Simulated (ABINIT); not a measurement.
Pt, 1 atom in the cell. Symmetry: Im-3m, No. 229, cubic system. Conventional cell: a = 3.133 Å, b = 3.133 Å, c = 3.133 Å, α = 90.00°, β = 90.00°, γ = 90.00°. Pt (site symmetry m-3m) is surrounded by 8 Pt at 2.71 Å. This isn't the form of Pt at room conditions, which is fcc. The cell isn't the ideal one: cell relaxed at zero pressure by an earlier run.

```yaml
Program: ABINIT 10.8.3 (patched build)
Task: optical spectrum
Functional: LDA
Potentials_or_basis: HGH LDA
Cutoff: 599 eV
k_mesh: 16 × 16 × 16, with 2 shifts
Occupations: gaussian, width 0.136 eV
Spin: no spin polarisation
Cutoff_smearing_ecutsm_Ha: 0.5
Bands_in_the_sums: 17
Broadening_eV: 0.2
Scissor_shift_eV: 0
Tensor_components: "[11]"
```

Potentials or basis: HGH LDA.

The run is started by

```sh
$ abinit run.abi > log 2>&1
$ optic optic.abi > optic.log 2>&1
```

Hardware: 1 thread of Intel(R) Xeon(R) 6975P-C (Granite Rapids), with other jobs on the host.

Problem. How long does it take, and how much memory?

Solution. It took 86 s on 1 thread of Intel(R) Xeon(R) 6975P-C (Granite Rapids) (shared host), peak memory 1.9 GiB. Counts: scf iterations 9, mpi ranks 1, k points 240, bands 9, plane waves 531.
